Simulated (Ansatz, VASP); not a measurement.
**As: VASP beside Ansatz**

INCAR

```
SYSTEM = As
  PREC = Accurate
  ENCUT = 520
  EDIFF = 1E-6
  ISMEAR = 0
  SIGMA = 0.02
  LREAL = .False.
  LASPH = .True.
  NELM = 80
  ALGO = Normal
  ISIF = 2
  LWAVE = .False.
  LCHARG = .False.
  LDIPOL = .True.
  IDIPOL = 3
  DIPOL = 0.5 0.5 0.500
  NBANDS = 12
```

KPOINTS

```
regular mesh
0
Gamma
  9 9 1
  0 0 0
```

POSCAR

```
As
1.0
    3.2940000000      0.0000000000      0.0000000000
   -1.6470000000      2.8526876801      0.0000000000
    0.0000000000      0.0000000000     28.0000000000
As
2
Direct
    0.3333333333      0.6666666667      0.5211428571
    0.6666666667      0.3333333333      0.4788571429
```

Input for Ansatz:

```yaml
crystal:
  lattice:
    - [3.294, 0.0, 0.0]
    - [-1.647, 2.8526876801, 0.0]
    - [0.0, 0.0, 28.0]
  atoms:
    - { symbol: As, position: [0.3333333333, 0.6666666667, 0.5211428571] }
    - { symbol: As, position: [0.6666666667, 0.3333333333, 0.4788571429] }
  periodic: [true, true, false]
basis:
  ecutwfc: 420
kpoints:
  mp_grid: { grid: [9, 9, 1] }
hamiltonian:
  xc: lda
scf:
  occupations: { method: gaussian, width: 0.02 }
output:
  forces: true
  stress: true
  eigenvalues: true
```

Alike in both runs: task single point; functional LDA; k mesh 9 × 9 × 1; occupations gaussian, width 0.02 eV; no spin polarisation.

|  | VASP | Ansatz |
| --- | --- | --- |
| version | VASP 6.6.1 | Ansatz 0.2.0 |
| potentials or method | VASP PAW LDA potentials, release 64 (As) | scalar-relativistic, plane waves, PAW |
| plane-wave cutoff (eV) | 520 | 420 |
| valence electrons in the cell | 10 | 30 |

```csv
,VASP,Ansatz,Ansatz less VASP
gap on the k mesh at the Fermi level (eV),1.68,1.75,+0.069
least direct gap on the mesh (eV),2.00,2.07,+0.072
rms of the force components (eV/Å),2.959,2.778,-0.1809
```

Atom by atom the forces differ by 0.181 eV/Å (rms over components). The two sets of potentials don't hold the same shells in valence.
